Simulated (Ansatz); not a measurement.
# Ge (I4/mmm) in Ansatz: a series of runs

Aim: see how the results for Ge move with the level of theory and the settings. Levels: HSEsol, r2SCAN0, r2SCANh, r2SCAN50, HF. Tasks: relaxation of cell and atoms, single point.

Program: Ansatz 0.2.0. These are calculated values, not measurements. Logs are shortened: lines on timing, memory, paths and dates and some standing lists are left out, and cuts for length are marked.

### Step 1. The structure

The structure is tetragonal, space group I4/mmm (No. 139). The conventional cell has a = 3.217 Å, b = 3.217 Å, c = 3.746 Å, α = 90.00°, β = 90.00°, γ = 90.00°. Around Ge (site symmetry 4/mmm) lie 12 Ge at 2.95 to 3.22 Å.

The cell was built by a generator and needn't be a form met in nature.

### Step 2. Relaxation of cell and atoms, HSEsol

Input file input:

```
crystal:
  lattice:
    - [-1.60842, 1.60842, 1.87318]
    - [1.60842, -1.60842, 1.87318]
    - [1.60842, 1.60842, -1.87318]
  atoms:
    - { symbol: Ge, position: [0.5, 0.5, 0.0] }
hamiltonian:
  xc:
    exchange: hjs_pbesol
    correlation: pbesol
    exx: { coeff: 0.25, omega: 0.207 }
  pseudopotentials: { kind: paw }
kpoints:
  mp_grid: { grid: [6, 6, 6] }
scf:
  occupations: { method: fermi_dirac, width: 0.05 }
output:
  forces: true
  stress: true
  eigenvalues: true
relax:
  f_tol: 0.01
  max_steps: 40
  cell: { stress_tol: 0.05 }
```

Potentials or basis: Ansatz PAW.

What it wrote:

```text
GPUs: using 1 of 1 available (devices: 1).
Engine: ansatz 0.2.0, x86_64-unknown-linux-gnu
Pseudopotentials: kind: paw
Pseudopotential: Ge, paw, valence charge 14, recommended cutoff 420 eV (normal), Ge.paw.azcp
Functional definition: unnamed
  parameter a_1 = 0.25
  parameter omega_1 = 0.207/angstrom
  exchange = pbe_x(mu = 0.12345679012345678) + (-a_1)*hjs_pbesol_x_sr(omega_1) + a_1*exact_x_sr(omega_1)
  correlation = pbe_c(beta = 0.046)
device memory: the entry about to start is reckoned to put 0.4 GiB on a device that reports 51.9 GiB free (of which the cap on the GPU budget leaves the run 18.0 GiB)
GPU FFT provider: cuFFT
GPU libraries: cuBLAS 13.8.2, cuFFT 12.4.0, cuSOLVER 12.3.4
Crystal: 1 atoms, lattice volume = 19.384 Å³
Basis set: ecut = 420 eV, 363 PW (Γ), exchange–correlation on 40×40×40 points (8 copies of the dense FFT grid, shifted against one another)
Bands: 11, of which v1, the nominal top of the filled ones, is band 7 counted from 1 (6 counted from 0)
Symmetry: 16 space group operations
Space group: I4/mmm (ITA 139), of the structure as read, at distance tolerance 2.7e-5 Å
k-points: 30 of 216
Non-local potential: Ge, projectors of the file, l = 0: 2, l = 1: 2, l = 2: 3, l = 3: 1
PAW form: soft (Blöchl's): semilocal exchange-correlation on the pseudo side does not see the compensation charge
PAW frozen core: Ge, regenerated for the run's functional, and the local potential with it (the file was generated under x = pbe(κ = 0.804, μ = 0.2195149727645171), c = pbe(β = 0.06672455060314922))
PAW one-centre angular grid: Ge, 590 points (default); XC on 64 Gauss nodes
Initial density: superposition of atomic densities (neutral atoms: chi_scale 0, normalization atom), corrected by the library's trained network
Initial wavefunctions: pseudopotential atomic-orbital guess
GPU buffer pool allocated for 8000 grid points (all kernels)
GPU transforms: local potential and band sums: pruned to the plane-wave sphere, on 20×20×20
Functional: x = pbesol(κ = 0.804, μ = 0.12345679012345678), c = pbesol(β = 0.046), warm-up for x = hjs_pbesol + 0.25 (exact − hjs_pbesol) at short range (ω = 0.207 Å⁻¹), c = pbesol(β = 0.046)
SCF iter   1: F=—  HF=-4253.182935 eV  |F-HF|=—  |Δ(HF+E_count)|=         —  Δρ=2.71e-3  dr2=7.88e-4  ethr=1.77e-3  ⟨swp⟩=6.7  Hψ=1334  notcnv=0
preconditioner: auto → none  [insulator: Δε(μ)=0.151 eV  Ē_g=26.785 eV  σ=0.050 eV  W_gap=0.64  n_scr=8 (ndim 8)  ℏωp=31.6 eV  f_vac=0.000  D(μ)=0.54/eV (n_scr^D=0)]
SCF iter   2: F=—  HF=-4253.182428 eV  |F-HF|=—  |Δ(HF+E_count)|=   5.07e-4  Δρ=7.64e-4  dr2=8.54e-5  ethr=5.63e-6  ⟨swp⟩=3.4  Hψ=869  notcnv=0
SCF iter   3: F=—  HF=-4253.182410 eV  |F-HF|=—  |Δ(HF+E_count)|=   1.79e-5  Δρ=3.61e-4  dr2=1.58e-5  ethr=6.10e-7  ⟨swp⟩=2.0  Hψ=542  notcnv=0
iter 4 solved again at ethr=4.18e-10 eV; its pass at ethr=1.13e-7 eV (dr2=5.85e-8 eV) is discarded
SCF iter   4: F=—  HF=-4253.182409 eV  |F-HF|=—  |Δ(HF+E_count)|=   5.69e-7  Δρ=3.42e-5  dr2=1.07e-7  ethr=4.18e-10  ⟨swp⟩=4.0  Hψ=1485  notcnv=0
eigensolver tolerance schedule calibrated: the retry pair's looser diagonalisation under-reported the residual by θ = 0.45 (0.19/decade); ethr = c·dr2/N_el runs at the constant in force after the calibration composes with the one it found (an armed cap, an earlier calibration), c = 2.9e-2
SCF iter   5: F=—  HF=-4253.182409 eV  |F-HF|=—  |Δ(HF+E_count)|=   1.19e-8  Δρ=1.01e-5  dr2=6.90e-9  ethr=2.21e-10  ⟨swp⟩=3.0  Hψ=605  notcnv=0
SCF iter   6: F=—  HF=-4253.182409 eV  |F-HF|=—  |Δ(HF+E_count)|=   3.91e-9  Δρ=5.68e-7  dr2=4.23e-11  ethr=1.43e-11  ⟨swp⟩=3.0  Hψ=754  notcnv=0
SCF iter   7: F=-4253.182409 eV  HF=-4253.182409 eV  |F-HF|=1.82e-12  |Δ(HF+E_count)|=  1.27e-11  Δρ=1.42e-7  dr2=2.92e-12  ethr=1.00e-12  ⟨swp⟩=2.0  Hψ=544  notcnv=0
SCF 1 converged in 7 iterations: F = -4253.182409 eV  dr2 = 2.92e-12
device memory: the entry about to start is reckoned to put 1.0 GiB on a device that reports 50.4 GiB free (of which the cap on the GPU budget leaves the run 18.0 GiB)
GPU FFT provider: cuFFT
GPU libraries: cuBLAS 13.8.2, cuFFT 12.4.0, cuSOLVER 12.3.4
Initial density: handed on by an earlier stage of this run
Initial wavefunctions: those handed on with the density
GPU buffer pool allocated for 8000 grid points (all kernels)
GPU transforms: local potential and band sums: pruned to the plane-wave sphere, on 20×20×20
Functional: x = hjs_pbesol + 0.25 (exact − hjs_pbesol) at short range (ω = 0.207 Å⁻¹), c = pbesol(β = 0.046)
[... 334 lines left out ...]
GPU buffer pool allocated for 8000 grid points (all kernels)
GPU transforms: local potential and band sums: pruned to the plane-wave sphere, on 20×20×20
Exchange kernel: α = 0.2500, screened, ω = 0.2070 Å⁻¹, Wigner–Seitz truncation, v(0) = 1046.0524 eV·Å³, q-mesh 6×6×6, nearest image of the exchange supercell L = 17.22 Å, pair-density grid 12×12×12, without the augmentation charges, whose exchange is taken in its separable form by FFT convolution over the k-point mesh (sized by the pseudopotential files, 16×16×16 at the most), smooth part of the exact exchange by density-matrix convolution in up to 1.07 GiB of GPU memory as planned if the GPU has room (build and FFT work areas not counted)
Frozen-core exchange: fock
iter 1 solved again at ethr=4.26e-8 eV; its pass at ethr=1.00e-1 eV (dr2=5.97e-6 eV) is discarded
SCF iter   1: F=—  HF=-4265.756053 eV  |F-HF|=—  |Δ(HF+E_count)|=         —  Δρ=1.21e-3  dr2=6.46e-6  ethr=4.26e-8  ⟨swp⟩=8.7  Hψ=2163  notcnv=1
preconditioner: auto → none  [insulator: Δε(μ)=0.571 eV  Ē_g=30.938 eV  σ=0.050 eV  W_gap=0.75  n_scr=0 (ndim 8)  ℏωp=32.6 eV  f_vac=0.000  D(μ)=0.14/eV (n_scr^D=0)]
SCF iter   2: F=—  HF=-4265.755697 eV  |F-HF|=—  |Δ(HF+E_count)|=   3.57e-4  Δρ=6.05e-4  dr2=2.20e-6  ethr=4.20e-8  ⟨swp⟩=3.0  Hψ=672  notcnv=0
iter 3 solved again at ethr=4.54e-10 eV; its pass at ethr=1.15e-8 eV (dr2=6.35e-8 eV) is discarded
SCF iter   3: F=—  HF=-4265.755580 eV  |F-HF|=—  |Δ(HF+E_count)|=   1.17e-4  Δρ=1.23e-4  dr2=1.55e-7  ethr=4.54e-10  ⟨swp⟩=2.9  Hψ=1106  notcnv=0
SCF iter   4: F=—  HF=-4265.755581 eV  |F-HF|=—  |Δ(HF+E_count)|=   1.00e-6  Δρ=3.02e-5  dr2=6.53e-8  ethr=4.54e-10  ⟨swp⟩=6.0  Hψ=1227  notcnv=0  defer=16
SCF iter   5: F=-4265.755581 eV  HF=-4265.755581 eV  |F-HF|=1.03e-8  |Δ(HF+E_count)|=   1.58e-7  Δρ=5.72e-6  dr2=5.83e-10  ethr=4.54e-10  ⟨swp⟩=3.2  Hψ=766  notcnv=0  defer=1
SCF 24 stopped early in 5 iterations: F = -4265.755581 eV  dr2 = 5.83e-10
hybrid outer 1: dexx = +6.339e-6 eV, tail = 1.59e-8 eV
GPU FFT provider: cuFFT
GPU libraries: cuBLAS 13.8.2, cuFFT 12.4.0, cuSOLVER 12.3.4
GPU buffer pool allocated for 8000 grid points (all kernels)
GPU transforms: local potential and band sums: pruned to the plane-wave sphere, on 20×20×20
Exchange kernel: α = 0.2500, screened, ω = 0.2070 Å⁻¹, Wigner–Seitz truncation, v(0) = 1046.0524 eV·Å³, q-mesh 6×6×6, nearest image of the exchange supercell L = 17.22 Å, pair-density grid 12×12×12, without the augmentation charges, whose exchange is taken in its separable form by FFT convolution over the k-point mesh (sized by the pseudopotential files, 16×16×16 at the most), smooth part of the exact exchange by density-matrix convolution in up to 1.07 GiB of GPU memory as planned if the GPU has room (build and FFT work areas not counted)
Frozen-core exchange: fock
SCF iter   1: F=—  HF=-4265.755581 eV  |F-HF|=—  |Δ(HF+E_count)|=         —  Δρ=3.41e-6  dr2=6.80e-10  ethr=5.66e-10  ⟨swp⟩=7.9  Hψ=1172  notcnv=0
preconditioner: auto → none  [insulator: Δε(μ)=0.571 eV  Ē_g=30.677 eV  σ=0.050 eV  W_gap=0.75  n_scr=0 (ndim 8)  ℏωp=32.6 eV  f_vac=0.000  D(μ)=0.14/eV (n_scr^D=0)]
SCF iter   2: F=—  HF=-4265.755581 eV  |F-HF|=—  |Δ(HF+E_count)|=   1.06e-9  Δρ=4.23e-7  dr2=1.51e-11  ethr=4.71e-12  ⟨swp⟩=3.9  Hψ=825  notcnv=0
SCF iter   3: F=-4265.755581 eV  HF=-4265.755581 eV  |F-HF|=1.46e-11  |Δ(HF+E_count)|=  1.95e-10  Δρ=2.96e-7  dr2=3.86e-12  ethr=1.00e-12  ⟨swp⟩=3.4  Hψ=676  notcnv=0
SCF 25 converged in 3 iterations: F = -4265.755581 eV  dr2 = 3.86e-12
  Residual-converged pass: ⟨swp⟩=3.9  Hψ=795  notcnv=0  max |occ|·‖R‖ = 9.9e-9 eV (tolerance 1.0e-8 eV)  dr2=4.09e-12  dr2_onsite=4.29e-12  max |Δocc| = 8.9e-16
hybrid outer 2: dexx = +2.791e-10 eV, tail = 2.88e-11 eV, Δε = 1.04e-4 eV (about 5.49e-6 eV left of the loop's levels)
relax step   8: F+E_penalty+E_count = -4265.75558104 eV  Δ(F+E_penalty+E_count) = +4.208e-4 eV  max|allowed force component| = 0.000e0 eV/Å  Δτ_max = 0.0000 Å  P = +0.014 GPa  Ω = 18.196 Å³  stress off target by 1.90e-2 GPa  SCF on the basis re-selected at this cell (its energy is not comparable with the rows above)  (8 SCF iters)
basis re-selected at this cell: Δ(F+E_penalty+E_count) = +4.208e-4 eV, ΔP = +0.003 GPa vs the last step (what re-selecting the basis moved, of the pressure what is left beyond the Pulay correction that the steps carried, after the strain that the cell walked since its last selection, with what the two solves' SCF thresholds leave and, on support functions, any second-order correction that the steps lacked; it is no measure of the basis error at this ecutwfc). This SCF's stress stands 1.90e-2 GPa from its target on what of the cell is left free (relax.cell.stress_tol is 5.00e-2 GPa) and its largest allowed force component is 0.00e0 eV/Å (relax.f_tol is 1.00e-2 eV/Å): within both
hybrid SCF converged: 2 outer / 8 inner (+0 warm-up), last move |dexx| = 2.79e-10 eV, tail = 2.88e-11 eV
Stability not checked: this state was not tested for a lower state beside it, because the functional holds exact exchange (a hybrid, or Hartree-Fock), whose exchange loop this test does not read (fock_operator; see scf.lower_state_search)
Free energy (F): -4265.755581 eV
Frozen-core exchange: fock
Harris-Foulkes:  -4265.755581 eV  (|F-HF|=1.46e-11)
Internal energy: -4265.754523 eV  (E = F + TS)
E sigma→0 (E₀):  -4265.755052 eV
Entropy (-TS):   -0.001058 eV (-1.058 meV/atom)
Fermi energy:    11.519527 eV
--- Per-component energies (eV) ---
  E_band       = -144.616429
  E_kinetic    = 109.858687
  E_local      = -2101.373170  (includes V_loc(G=0)·N_el)
  E_nonlocal   = 417.978239
  E_hartree    = 920.431705
  E_xc         = -60.936472
  E_vxc        = -52.409558  (∫ρ·V_xc dr)
  E_exx        = -54.201213  (= α·E_x^exact, valence–valence)
  E_paw        = -1948.098219  (= ΣΔE_a)
  E_vpaw       = -251.131924  (= ΣTr[D̂ρ^β])
  E_aug_tail   = 0.000293  (compensation charges beyond the density's cutoff)
  E_ewald      = -1549.701423
  E_core_change = 0.287052  (= ΣΔE_core)
  E_smearing   = -0.001058  (= −TS)
  E_closure    = 0.000000  (closes the sum)
  Σ components = -4265.755581   (vs F -4265.755581, Δ=-9.09e-13)
--- Forces (eV/Å), atoms counted from 1 ---
  atom   1  Ge    -0.00000000    -0.00000000     0.00000000
  max |Σ_I F_I| component: 7.75e-26 eV/Å
--- Stress (GPa, compression-positive) ---
        0.019030       0.000000       0.000000
        0.000000       0.019030       0.000000
        0.000000       0.000000       0.002846
  P = ⅓ Tr σ = 0.0136 GPa (0.136 kbar)
--- Band table (eV; the first three rows and the last of 30) ---
  k-point 0: bands = ["-16.6656", "-16.6653", "-16.6653", "-16.5761", "-16.5636", "-3.6183", "22.0170", "22.1402", "22.1402", "27.4300", "27.4300"]
  k-point 1: bands = ["-16.6742", "-16.6572", "-16.6274", "-16.5762", "-16.5717", "-2.7687", "17.4039", "19.7295", "21.1486", "24.5852", "24.6373"]
  k-point 2: bands = ["-16.6921", "-16.6551", "-16.5764", "-16.5757", "-16.5508", "-0.2195", "10.3684", "17.3092", "19.5648", "22.4135", "22.4230"]
  k-point 29: bands = ["-16.6904", "-16.6810", "-16.5339", "-16.5261", "-16.5261", "9.0653", "10.5428", "11.1545", "11.1545", "16.0763", "16.2856"]
--- Relaxed structure (7 steps of the walk, 6 accepted, 1 SCFs on fresh bases) ---
  F+E_penalty+E_count = -4265.75558104 eV   max|allowed force component| = 0.000e0 eV/Å   (the final SCF, on the basis selected at the relaxed cell)
  cell:  # Å, volume = 18.1962 Å³
    - [-1.6457865400237244, 1.6457865400237244, 1.6794750181439386]
    - [1.6457865400237244, -1.6457865400237244, 1.6794750181439386]
    - [1.6457865400237244, 1.6457865400237244, -1.6794750181439386]
  atoms:
    - { symbol: Ge, position: [0.5, 0.5, -4.0482199703950736e-35] }
```

Run time: 70 s. Hardware: 1 × NVIDIA H100 80GB HBM3 with 2 threads of AMD EPYC 7R13 (Zen 3), shared host; peak memory 1.6 GiB.

Results:

```yaml
Free_energy: -4265.7556 eV
Relaxed_volume: 18.20 Å³/atom
Relaxed_cell: a = 2.870 Å, b = 2.870 Å, c = 2.870 Å, α = 110.02°, β = 110.02°, γ = 108.37°
Space_group_after_relaxing_to_0.05_Å: I4/mmm (No. 139)
Energy_gained_by_relaxing: 82.2 meV/atom
Ionic_steps: 7
Pressure_after_relaxing: 0.0 GPa
Band_gap_on_the_k_mesh: none (metal or under the smearing width)
```

The path:
| step | energy change (eV) | largest force (eV/Å) | volume (Å³) |
| --- | --- | --- | --- |
| 1 | 0.0000 | 0.0000 | 19.38 |
| 2 | -0.0505 | 0.0000 | 18.62 |
| 3 | -0.0813 | 0.0000 | 18.09 |
| 4 | -0.0826 | 0.0000 | 18.22 |
| 5 | -0.0826 | 0.0000 | 18.19 |
| 6 | -0.0826 | 0.0000 | 18.20 |
| 7 | -0.0822 | 0.0000 | 18.20 |

Final structure:
```
Ge
1.0
    -1.64579    1.64579    1.67948
     1.64579   -1.64579    1.67948
     1.64579    1.64579   -1.67948
Ge
1
Cartesian
  0.0000 0.0000 1.6795
```

Caveat: the k mesh is coarse (spacing up to 0.46 Å⁻¹), so the values aren't converged, least of all with exact exchange; the plane-wave basis is chosen anew once the cell has moved, so the energies of steps on either side of that aren't comparable; the PAW data sets come from PBE, with cores solved anew for the run's functional, which leaves a small shift of forces and pressure.

(Part 1 of 2 ends here.)
